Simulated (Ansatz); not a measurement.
# SiO₂: O-17 NMR of the central transition

Cell: a COD entry.

Space group P4_12_12 (No. 92); a = 4.9820, c = 6.9630 Å.

```csv
site,Wyckoff,site symmetry,x,y,z
Si,4a,..2,0.2990,0.2990,0.0000
O,8b,1,0.2399,0.1035,0.1781
```

One atom of each set is listed.

Level of theory: DFT, PBE, plane waves and PAW, scalar-relativistic, 420 eV cutoff, Γ-centred 5×5×4 k-points, Fermi–Dirac smearing 0.02 eV (Ansatz 0.2.0).

O-17 has I = 5/2 and Q = -25.58 mb (Pyykkö 2018); at 9.4 T its Larmor frequency is ν₀ = 54.3 MHz. Only the quadrupole interaction is simulated: positions count from each site's isotropic chemical shift, and J coupling is left out, as are shift anisotropy and dipolar coupling, which fast spinning averages.

**Question.** Give C_Q, η, the quadrupolar product P_Q = |C_Q|(1 + η²/3)^½, the second-order isotropic shift and the breadth of the pattern (fast magic-angle spinning) for each O site.

**Answer.** 

```tsv
site	first shell	C_Q (MHz)	η	P_Q (MHz)	δ_QIS (ppm)	breadth (kHz)
O	2 Si at 1.60–1.61 Å, angle 147°	-5.69	0.14	5.70	-66.3	8.02
```

δ_QIS = −(ν_Q²/30ν₀²)[I(I+1) − 3/4](1 + η²/3) × 10⁶ ppm with ν_Q = 3|C_Q|/[2I(2I−1)]; it falls as 1/B₀² in ppm, and the breadth as 1/B₀ in kHz.

At O V_zz runs parallel to the line that joins its two neighbours (within 1°).

The calculated pressure of 6 GPa (PBE) comes largely from the unrelaxed atoms: it is 1.1 GPa once they are relaxed in the same cell. The largest force is 0.4 eV/Å, so the atoms aren't at the calculated equilibrium and relaxing them would move these values.
